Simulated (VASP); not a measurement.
# SiO2 (Quartz): how numerical settings change the zone-centre modes, part 2 of 3

Aim: test the modes of SiO2 (Quartz) against the numerical settings. The starting structure is a measured crystal structure from the Crystallography Open Database.

VASP 6.6.1.

### Step 2. Reference modes (continued)

Level of this step: LDA; plane waves and PAW (Si, O) (VASP).

Parts of OUTCAR (step 2):

```text
ion  position               nearest neighbor table
   1  0.465  0.465  0.000-   9 1.61   6 1.61   5 1.61   8 1.61   2 3.04   2 3.04   3 3.04   3 3.04

  LATTYP: Found a hexagonal cell.
 ALAT       =     4.8731983454
 C/A-ratio  =     1.1028778742

 Subroutine GETGRP returns: Found  6 space group operations
 (whereof  2 operations were pure point group operations)

The static configuration has the point symmetry C_2 .
 The point group associated with its full space group is D_3 .

 Found     24 irreducible k-points:

   k-points           NKPTS =     24   k-points in BZ     NKDIM =     24   number of bands    NBANDS=     33

   dimension x,y,z NGX =    36 NGY =   36 NGZ =   40
   dimension x,y,z NGXF=    72 NGYF=   72 NGZF=   80

   ENCUT  =  520.0 eV  38.22 Ry    6.18 a.u.   9.06  9.06  9.99*2*pi/ulx,y,z

   NELECT =      48.0000    total number of electrons

 k-points in reciprocal lattice and weights: Automatic mesh
   0.00000000  0.00000000  0.00000000       0.007
   0.16666667 -0.00000000  0.00000000       0.042
   0.33333333  0.00000000  0.00000000       0.042
   0.50000000  0.00000000  0.00000000       0.021
   0.16666667  0.16666667  0.00000000       0.042
   0.33333333  0.16666667  0.00000000       0.083
   0.33333333  0.33333333  0.00000000       0.014
   0.00000000  0.00000000  0.25000000       0.014
   0.16666667 -0.00000000  0.25000000       0.042
[...]
0.33333333  0.16666667  0.50000000       0.083
   0.33333333  0.33333333  0.50000000       0.014

 average (electrostatic) potential at core
       1 -87.9115       2 -87.9439       3 -87.8869       4 -73.3045       5 -73.3316
       6 -73.2981       7 -73.3238       8 -73.3041       9 -73.3296

 E-fermi :   1.2143

 k-point     1 :       0.0000    0.0000    0.0000
  band No.  band energies     occupation
    ...
     20      -0.0102      2.00000
     21       0.0117      2.00000
     22       0.1944      2.00000
     23       0.7383      2.00000
     24       0.7466      2.00000
     25       6.8400      0.00000
     26      10.0348      0.00000
     27      10.0561      0.00000
     28      10.6971      0.00000
     29      10.7319      0.00000
    ...

 k-point     2 :       0.1667   -0.0000    0.0000
  band No.  band energies     occupation
    ...
     20      -0.0715      2.00000
     21       0.0260      2.00000
     22       0.1429      2.00000
     23       0.7830      2.00000
     24       0.8249      2.00000
     25       7.2778      0.00000
     26      10.0840      0.00000
     27      10.1319      0.00000
     28      10.6398      0.00000
     29      10.8253      0.00000
    ...

 k-point     3 :       0.3333    0.0000    0.0000
  band No.  band energies     occupation
    ...
     20      -0.0896      2.00000
     21       0.0051      2.00000
     22       0.2264      2.00000
     23       0.7957      2.00000
     24       0.9456      2.00000
     25       8.3013      0.00000
     26      10.1758      0.00000
     27      10.2010      0.00000
     28      10.6823      0.00000
     29      11.1356      0.00000
    ...

  Total        0.0956214     -0.0802862     -0.2630340      0.1180389     -0.1593135      0.0780953
  in kB        1.3860069     -1.1637269     -3.8126073      1.7109430     -2.3092065      1.1319701
  external PRESSURE =      -1.1967757 kB  Pullay stress =       0.0000000 kB

  energy-cutoff  :      520.00
  volume of cell :      110.54
      direct lattice vectors                 reciprocal lattice vectors
     4.873198345  0.000000000  0.000000000     0.205204042  0.118474609  0.000000000
    -2.436599173  4.220313565  0.000000000     0.000000000  0.236949218  0.000000000
     0.000000000  0.000000000  5.374542632     0.000000000  0.000000000  0.186062344

 POSITION                                       TOTAL-FORCE (eV/Angst)
 -----------------------------------------------------------------------------------
      1.13218      1.96099      0.00000         0.010241     -0.018109      0.045894
     -1.30442      2.25933      3.58303         0.001363     -0.161877     -0.208965
      2.60884      0.00000      1.79151        -0.076190     -0.092487     -0.097344
      3.54038      1.16504      2.38102         0.108430      0.337275      0.375278
      2.09405      2.48353      4.18754         0.021919     -0.013065     -0.030212
      1.67537      0.57174      0.60451        -0.033164     -0.004367     -0.030814
     -0.76123      3.64858      2.97852        -0.000348     -0.007202      0.014683
      1.10378      3.05527      1.18700        -0.003472     -0.028798     -0.019610
     -0.34255      1.73678      4.77003        -0.028780     -0.011369     -0.048910
 -----------------------------------------------------------------------------------
    total drift:                                0.000497      0.000501      0.000642

  FREE ENERGIE OF THE ION-ELECTRON SYSTEM (eV)
  ---------------------------------------------------
  free  energy   TOTEN  =       -77.9061774254 eV

  energy  without entropy=      -77.9061774254  energy(sigma->0) =      -77.90617743

 Eigenvectors and eigenvalues of the dynamical matrix
 ----------------------------------------------------

   1 f  =   34.437627 THz   216.377992 2PiTHz 1148.715591 cm-1   142.422518 meV
             X         Y         Z           dx          dy          dz
      1.132177  1.960988  0.000000    -0.081549    0.044533   -0.259823
     -1.304422  2.259325  3.583028    -0.081537   -0.044525    0.259784
      2.608844  0.000000  1.791514    -0.004416    0.000014    0.000039
      3.540376  1.165045  2.396024    -0.133221   -0.332661   -0.269248
      2.094052  2.483533  4.187539     0.024060   -0.015484   -0.008848
      1.675370  0.571736  0.604510     0.220104   -0.310282    0.278095
     -0.761230  3.648578  2.978518     0.220138    0.310320   -0.278135
      1.103777  3.055269  1.187004    -0.133193    0.332607    0.269204
     -0.342547  1.736780  4.770032     0.024171    0.015470    0.008931

   2 f  =   34.437627 THz   216.377992 2PiTHz 1148.715591 cm-1   142.422518 meV
             X         Y         Z           dx          dy          dz
      1.132177  1.960988  0.000000     0.044519   -0.030119    0.149963
     -1.304422  2.259325  3.583028    -0.044540   -0.030131    0.150032
      2.608844  0.000000  1.791514    -0.000001   -0.107252   -0.299995
      3.540376  1.165045  2.396024     0.106290    0.207183    0.165666
      2.094052  2.483533  4.187539     0.423468    0.049902   -0.316009
      1.675370  0.571736  0.604510     0.128669   -0.146142    0.150342
     -0.761230  3.648578  2.978518    -0.128612   -0.146060    0.150269
      1.103777  3.055269  1.187004    -0.106325    0.207270    0.165737
     -0.342547  1.736780  4.770032    -0.423462    0.049906   -0.316006

   3 f  =   32.545240 THz   204.487775 2PiTHz 1085.592362 cm-1   134.596238 meV
             X         Y         Z           dx          dy          dz
      1.132177  1.960988  0.000000     0.137239    0.237705    0.000000
     -1.304422  2.259325  3.583028     0.137239   -0.237705   -0.000000
      2.608844  0.000000  1.791514    -0.274478   -0.000000   -0.000000
      3.540376  1.165045  2.396024     0.111266    0.259353    0.222156
      2.094052  2.483533  4.187539    -0.280239   -0.033318    0.222156
      1.675370  0.571736  0.604510     0.168973   -0.226035    0.222156
     -0.761230  3.648578  2.978518     0.168973    0.226035   -0.222156
      1.103777  3.055269  1.187004     0.111266   -0.259353   -0.222156
     -0.342547  1.736780  4.770032    -0.280239    0.033318   -0.222156

   4 f  =   32.400705 THz   203.579636 2PiTHz 1080.771198 cm-1   133.998490 meV
             X         Y         Z           dx          dy          dz
      1.132177  1.960988  0.000000    -0.090966    0.052519   -0.270062
     -1.304422  2.259325  3.583028     0.090966    0.052519   -0.270062
      2.608844  0.000000  1.791514     0.000000   -0.105038   -0.270062
      3.540376  1.165045  2.396024     0.136158    0.272268    0.178927
      2.094052  2.483533  4.187539    -0.303869   -0.018218    0.178927
      1.675370  0.571736  0.604510     0.167712   -0.254050    0.178927
     -0.761230  3.648578  2.978518    -0.167712   -0.254050    0.178927
      1.103777  3.055269  1.187004    -0.136158    0.272268    0.178927
     -0.342547  1.736780  4.770032     0.303869   -0.018218    0.178927

   5 f  =   32.086925 THz   201.608096 2PiTHz 1070.304611 cm-1   132.700799 meV
             X         Y         Z           dx          dy          dz
      1.132177  1.960988  0.000000    -0.064019    0.228495    0.053335
     -1.304422  2.259325  3.583028     0.064034    0.228498    0.053340
      2.608844  0.000000  1.791514     0.000005    0.339394   -0.106676
      3.540376  1.165045  2.396024    -0.139478   -0.295328   -0.264086
      2.094052  2.483533  4.187539     0.020930    0.036213   -0.010317
      1.675370  0.571736  0.604510     0.227849   -0.268475    0.274403
     -0.761230  3.648578  2.978518    -0.227854   -0.268483    0.274410
      1.103777  3.055269  1.187004     0.139475   -0.295317   -0.264077
     -0.342547  1.736780  4.770032    -0.020950    0.036216   -0.010333

   6 f  =   32.086925 THz   201.608096 2PiTHz 1070.304611 cm-1   132.700799 meV
             X         Y         Z           dx          dy          dz
      1.132177  1.960988  0.000000    -0.302430    0.064033    0.092385
     -1.304422  2.259325  3.583028    -0.302427   -0.064021   -0.092383
      2.608844  0.000000  1.791514    -0.191531    0.000009   -0.000003
      3.540376  1.165045  2.396024     0.056399    0.212345    0.164383
      2.094052  2.483533  4.187539     0.387940    0.051938   -0.310896
      1.675370  0.571736  0.604510     0.083252   -0.154982    0.146513
     -0.761230  3.648578  2.978518     0.083240    0.154968   -0.146499
      1.103777  3.055269  1.187004     0.056406   -0.212361   -0.164397
     -0.342547  1.736780  4.770032     0.387939   -0.051936    0.310896

   7 f  =   23.727225 THz   149.082552 2PiTHz  791.455037 cm-1    98.127874 meV
             X         Y         Z           dx          dy          dz
      1.132177  1.960988  0.000000     0.405695    0.393516   -0.078338
     -1.304422  2.259325  3.583028    -0.405766    0.393135   -0.078466
      2.608844  0.000000  1.791514     0.000295   -0.309421    0.156804
      3.540376  1.165045  2.396024     0.126488   -0.000849   -0.071831
      2.094052  2.483533  4.187539     0.137406   -0.203475    0.125332
      1.675370  0.571736  0.604510    -0.043532   -0.111617   -0.053501
     -0.761230  3.648578  2.978518     0.043439   -0.111438   -0.053394
      1.103777  3.055269  1.187004    -0.126686   -0.000830   -0.071928
     -0.342547  1.736780  4.770032    -0.137413   -0.203466    0.125322

   8 f  =   23.727225 THz   149.082552 2PiTHz  791.455037 cm-1    98.127874 meV
             X         Y         Z           dx          dy          dz
      1.132177  1.960988  0.000000    -0.075363    0.405546    0.135833
     -1.304422  2.259325  3.583028    -0.074981   -0.405916   -0.135759
      2.608844  0.000000  1.791514     0.627574    0.000145   -0.000074
      3.540376  1.165045  2.396024    -0.209779   -0.020420    0.103249
      2.094052  2.483533  4.187539    -0.007152   -0.009502    0.010583
      1.675370  0.571736  0.604510    -0.099010   -0.190441   -0.113832
     -0.761230  3.648578  2.978518    -0.099051    0.190545    0.113883
      1.103777  3.055269  1.187004    -0.209660    0.020421   -0.103182
     -0.342547  1.736780  4.770032    -0.007023    0.009693   -0.010701

   9 f  =   23.071992 THz   144.965601 2PiTHz  769.598814 cm-1    95.418049 meV
             X         Y         Z           dx          dy          dz
      1.132177  1.960988  0.000000     0.454474   -0.262390   -0.159056
     -1.304422  2.259325  3.583028    -0.454474   -0.262390   -0.159056
      2.608844  0.000000  1.791514    -0.000000    0.524781   -0.159056
      3.540376  1.165045  2.396024    -0.071361   -0.011212    0.105365
      2.094052  2.483533  4.187539     0.045390   -0.056194    0.105365
      1.675370  0.571736  0.604510     0.025971    0.067407    0.105365
     -0.761230  3.648578  2.978518    -0.025971    0.067407    0.105365
      1.103777  3.055269  1.187004     0.071361   -0.011212    0.105365
     -0.342547  1.736780  4.770032    -0.045390   -0.056194    0.105365

  10 f  =   20.739684 THz   130.311278 2PiTHz  691.801395 cm-1    85.772403 meV
             X         Y         Z           dx          dy          dz
      1.132177  1.960988  0.000000     0.139914    0.009448    0.315717
     -1.304422  2.259325  3.583028    -0.139451    0.009875    0.314048
      2.608844  0.000000  1.791514    -0.000138   -0.232275   -0.629765
      3.540376  1.165045  2.396024     0.122784   -0.077655   -0.143040
      2.094052  2.483533  4.187539    -0.213143   -0.022424    0.061381
      1.675370  0.571736  0.604510     0.002652    0.240882    0.081659
    [... 204 further lines ...]
     -0.761230  3.648578  2.978518    -0.263887   -0.136758    0.000894
      1.103777  3.055269  1.187004    -0.265369   -0.138029    0.000171
     -0.342547  1.736780  4.770032    -0.263527   -0.138677   -0.001065

 ELASTIC MODULI CONTR FROM IONIC RELAXATION (kBar)
 Direction    XX          YY          ZZ          XY          YZ          ZX
 --------------------------------------------------------------------------------
 XX       -2810.4621   -848.7885  -1395.0072      0.0000    382.4827     -0.0000
 YY        -848.7885  -2810.4621  -1395.0072      0.0000   -382.4827     -0.0000
 ZZ       -1395.0072  -1395.0072  -2156.2209      0.0000      0.0000     -0.0000
 XY           0.0000      0.0000      0.0000   -980.8368      0.0000    382.4827
 YZ         382.4827   -382.4827      0.0000      0.0000  -1288.3500     -0.0000
 ZX          -0.0000     -0.0000     -0.0000    382.4827     -0.0000  -1288.3500
 --------------------------------------------------------------------------------

 total charge
# of ion       s       p       d       tot
------------------------------------------
    1        0.656   1.026   0.000   1.681
    2        0.656   1.026   0.000   1.681
    3        0.656   1.026   0.000   1.681
    4        1.541   3.683   0.000   5.224
    5        1.541   3.683   0.000   5.224
    6        1.541   3.683   0.000   5.224
    7        1.541   3.683   0.000   5.224
    8        1.541   3.683   0.000   5.224
    9        1.541   3.683   0.000   5.224
--------------------------------------------------
tot         11.211  25.175   0.000  36.386

[... 3 further parts left out ...]
```

The last energy, forces, stress and levels in OUTCAR belong to the last displaced cell, not to the cell of POSCAR.

Reference: the zone-centre modes are at the top E (8) 1148.7, A1 (4) 1085.6, A2 (4) 1080.8, E (7) 1070.3 cm⁻¹, at the bottom A1 (2) 337.6, E (2) 255.2, A1 (1) 223.7, E (1) 129.0 cm⁻¹, with 8 more of the listed ones between.

### Step 3. Modes with a 3×3×2 mesh

Against step 2 the input has a 3×3×2 mesh (also changed: KPAR).

Input file INCAR:

```
SYSTEM = SiO2
PREC = Accurate
ENCUT = 520
EDIFF = 1E-08
NELM = 100
ISMEAR = 0
SIGMA = 0.03
LREAL = .FALSE.
ALGO = Normal
GGA = CA
NBANDS = 33
LORBIT = 11
LWAVE = .FALSE.
LCHARG = .FALSE.
KPAR = 2
IBRION = 6
NFREE = 2
POTIM = 0.015
NSW = 1
ISIF = 2
```

Input file POSCAR:

```
SiO2
1.0
    4.8731983454      0.0000000000      0.0000000000
   -2.4365991727      4.2203135648      0.0000000000
    0.0000000000      0.0000000000      5.3745426318
Si O
3 6
Direct
    0.4646546499      0.4646546499      0.0000000000
    0.0000000000      0.5353453501      0.6666666667
    0.5353453501      0.0000000000      0.3333333333
    0.8645277142      0.2760564768      0.4458099069
    0.7239435232      0.5884712373      0.7791432403
    0.4115287627      0.1354722858      0.1124765736
    0.2760564768      0.8645277142      0.5541900931
    0.5884712373      0.7239435232      0.2208567597
    0.1354722858      0.4115287627      0.8875234264
```

Input file KPOINTS:

```
Automatic mesh
0
Gamma
3 3 2
0 0 0
```

PAW data sets: Si and O (LDA family, release 64).

Launch:

```sh
$ mpirun -np 16 vasp_std
```

What it wrote:

```text
[banner, memory and clock lines left out]
running   16 mpi-ranks, on    1 nodes
[...]
[... a notice as in an earlier step ...]

 LDA part: xc-table for (Slater(with rela. corr.)+CA(PZ))
 , standard interpolation
|                                                                             |
|           W    W    AA    RRRRR   N    N  II  N    N   GGGG   !!!           |
|           W    W   A  A   R    R  NN   N  II  NN   N  G    G  !!!           |
|           W    W  A    A  R    R  N N  N  II  N N  N  G       !!!           |
|           W WW W  AAAAAA  RRRRR   N  N N  II  N  N N  G  GGG   !            |
|           WW  WW  A    A  R   R   N   NN  II  N   NN  G    G                |
|           W    W  A    A  R    R  N    N  II  N    N   GGGG   !!!           |
|                                                                             |
|     The number of bands has been changed from the values supplied in        |
|     The orbitals not found in the WAVECAR file will be initialized with     |
[...]
DAV:   3    -0.875871539327E+02   -0.16386E+02   -0.16285E+02   616   0.620E+01
DAV:   4    -0.877356587965E+02   -0.14850E+00   -0.14847E+00   544   0.668E+00
[...]
DAV:  13    -0.779084304514E+02    0.44317E-07   -0.15599E-06   584   0.652E-03    0.295E-03
DAV:  14    -0.779084304859E+02   -0.34452E-07   -0.52517E-08   600   0.117E-03    0.780E-04
DAV:  15    -0.779084304897E+02   -0.38290E-08   -0.53528E-09   432   0.382E-04
   1 F= -.77908430E+02 E0= -.77908430E+02  d E =-.137627E-26
[... from here on, the cycles between the ionic steps are left out ...]
   2 F= -.77903353E+02 E0= -.77903353E+02  d E =-.260425E-26
   3 F= -.77903205E+02 E0= -.77903205E+02  d E =-.343600E-25
   4 F= -.77902985E+02 E0= -.77902985E+02  d E =-.262647E-27
   5 F= -.77902985E+02 E0= -.77902985E+02  d E =-.510024E-24
   6 F= -.77906761E+02 E0= -.77906761E+02  d E =-.313032E-28
   7 F= -.77906720E+02 E0= -.77906720E+02  d E =-.991562E-25
   8 F= -.77904599E+02 E0= -.77904599E+02  d E =-.539068E-28
   9 F= -.77904595E+02 E0= -.77904595E+02  d E =-.372644E-25
  10 F= -.77905516E+02 E0= -.77905516E+02  d E =-.786222E-28
  11 F= -.77905608E+02 E0= -.77905608E+02  d E =-.738050E-25
 Finite differences progress:
  Degree of freedom:   5/  5
  Displacement:        2/  2
  Total:              10/ 10
```

The job ended after 31 s (16 MPI ranks of Intel Xeon Platinum 8488C (Sapphire Rapids), shared host; peak memory 2.7 GiB).

Parts of OUTCAR (step 3):

```text
  Total        0.0940628     -0.0817707     -0.2658543      0.1179405     -0.1594070      0.0780852
  in kB        1.3634156     -1.1852444     -3.8534870      1.7095156     -2.3105617      1.1318244
  external PRESSURE =      -1.2251053 kB  Pullay stress =       0.0000000 kB

 POSITION                                       TOTAL-FORCE (eV/Angst)
 -----------------------------------------------------------------------------------
      1.13218      1.96099      0.00000         0.010070     -0.018401      0.045908
     -1.30442      2.25933      3.58303         0.001193     -0.161590     -0.208975
      2.60884      0.00000      1.79151        -0.075824     -0.092483     -0.097344
      3.54038      1.16504      2.38102         0.108259      0.337367      0.375130
      2.09405      2.48353      4.18754         0.021976     -0.013234     -0.030372
      1.67537      0.57174      0.60451        -0.033044     -0.004263     -0.030986
     -0.76123      3.64858      2.97852        -0.000243     -0.007345      0.014874
      1.10378      3.05527      1.18700        -0.003610     -0.028865     -0.019452
     -0.34255      1.73678      4.77003        -0.028778     -0.011186     -0.048784
 -----------------------------------------------------------------------------------
    total drift:                                0.000479      0.000486      0.000609

  FREE ENERGIE OF THE ION-ELECTRON SYSTEM (eV)
  ---------------------------------------------------
  free  energy   TOTEN  =       -77.9056079860 eV

  energy  without entropy=      -77.9056079860  energy(sigma->0) =      -77.90560799

[... 1 part as in an earlier step ...]

[... 2 further parts left out ...]
[key lines of the parts left out:]
E-fermi :   1.2569
```

The last energy, forces and stress in OUTCAR belong to the last displaced cell, not to that of POSCAR.

With a 3×3×2 mesh the modes are at the top E (8) 1148.7, A1 (4) 1085.6 cm⁻¹, at the bottom A1 (1) 223.7, E (1) 129.2 cm⁻¹, with 12 more of the listed ones between; the largest shift is +0.2 cm⁻¹, in E (1), from the reference.

(Continued in part 3 of 3.)

[Lines on the potential files, build, host, timing and source positions are cut from VASP's logs without a mark.]

[Logs are printed without paths, hosts, clocks, repeated set-up lines and the standing remarks that a program may print on its own settings, such as how far it seeks lower states.]

[Hosts, paths, dates, database ids (printed as entryN), source tags and the programs' standing remarks are cut or masked in the printed files.]
